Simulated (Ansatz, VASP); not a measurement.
**GaP: VASP beside Ansatz**

```
Ga P
1.0
     0.00000    2.72581    2.72581
     2.72581    0.00000    2.72581
     2.72581    2.72581    0.00000
Ga P
1 1
Direct
  0.00000 0.00000 0.00000
  0.25000 0.25000 0.25000
```

The cell is a database's computed one.

Alike in both runs: task relaxation of cell and atoms; functional PBE; dispersion D3(BJ); k mesh 8 × 8 × 8; occupations gaussian, width 0.02 eV; no spin polarisation.

|  | VASP | Ansatz |
| --- | --- | --- |
| version | VASP 6.6.1 | Ansatz 0.2.0 |
| potentials or method | VASP PAW PBE potentials, release 64 (Ga_d, P) | scalar-relativistic, plane waves, PAW |
| plane-wave cutoff (eV) | 600 | 420 |
| valence electrons in the cell | 18 | 18 |

|  | VASP | Ansatz | Ansatz less VASP |
| --- | --- | --- | --- |
| gap on the k mesh at the Fermi level, each at its own relaxed structure (eV) | 1.64 | 1.64 | +0.003 |
| relaxed volume (Å³/atom) | 20.18 | 20.21 | +0.029 |
| relaxed cell length with the largest relative difference (Å) | 3.850 | 3.852 | +0.0019 |

A k mesh can miss the band edges. A hybrid or GW would open this gap; PBE tends to underestimate it.
